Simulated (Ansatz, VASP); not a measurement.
Given: the input of a run of VASP 6.6.1 on Ca.

Contents of INCAR:

```
SYSTEM = Ca
PREC = Accurate
ENCUT = 520
EDIFF = 1E-6
ISMEAR = -1
SIGMA = 0.05
LREAL = .False.
LASPH = .True.
NELM = 60
ALGO = Normal
ISIF = 2
LWAVE = .False.
LCHARG = .False.
GGA = PE
NBANDS = 11
```

KPOINTS

```
Automatic mesh
0
Gamma
  8 8 8
  0 0 0
```

POSCAR

```
Ca
1.0
   -2.2516270000      2.2138260000      2.2348730000
    2.2160260000     -2.2372230000      2.2226690000
    2.2838730000      2.2694690000     -2.2582700000
Ca
1
Direct
    0.0102290000      0.0053610000      0.0177860000
```

Potentials or basis: VASP PAW PBE potentials, release 64 (Ca_sv).

Command:

```bash
$ cat potpaw_PBE.64/Ca_sv/POTCAR > POTCAR
$ mpirun -np 1 vasp_std > vasp.out
```

Problem. Set up the same calculation for Ansatz 0.2.0. Potentials there: all-electron LAPW, scalar-relativistic.

Solution. As run (the cutoff follows the program's own potentials):

File input.yaml:

```yaml
crystal:
  lattice:
    - [-2.251627, 2.213826, 2.234873]
    - [2.216026, -2.237223, 2.222669]
    - [2.283873, 2.269469, -2.25827]
  atoms:
    - { symbol: Ca, position: [0.010229, 0.005361, 0.017786] }
kpoints:
  mp_grid: { grid: [8, 8, 8] }
scf:
  occupations: { method: fermi_dirac, width: 0.05 }
hamiltonian:
  xc: pbe
  pseudopotentials: { kind: all_electron, lapw: { basis_error: 0.001 } }
output:
  forces: true
  stress: true
  eigenvalues: true
  populations: true
```

Potentials or basis: all-electron LAPW, scalar-relativistic.

Run with:

```console
$ ansatz run input.yaml --threads 1 --pin off --max-ram 2560MiB --backend cpu --events-out ev --progress --plain --runs-dir out
```

Both were run:

|  | VASP | Ansatz | Ansatz less VASP |
| --- | --- | --- | --- |
| gap on the k mesh at the Fermi level (eV) | none | none | - |
| pressure (GPa) | -1.0 | -1.0 | -0.01 |
| largest component of the traceless stress (GPa) | 0.18 | 0.18 | 0.000 |

A gap of «none» marks a metal or a gap that the smearing closes. Ansatz ran all-electron here, so the differences hold the error of VASP's frozen core and of both bases.
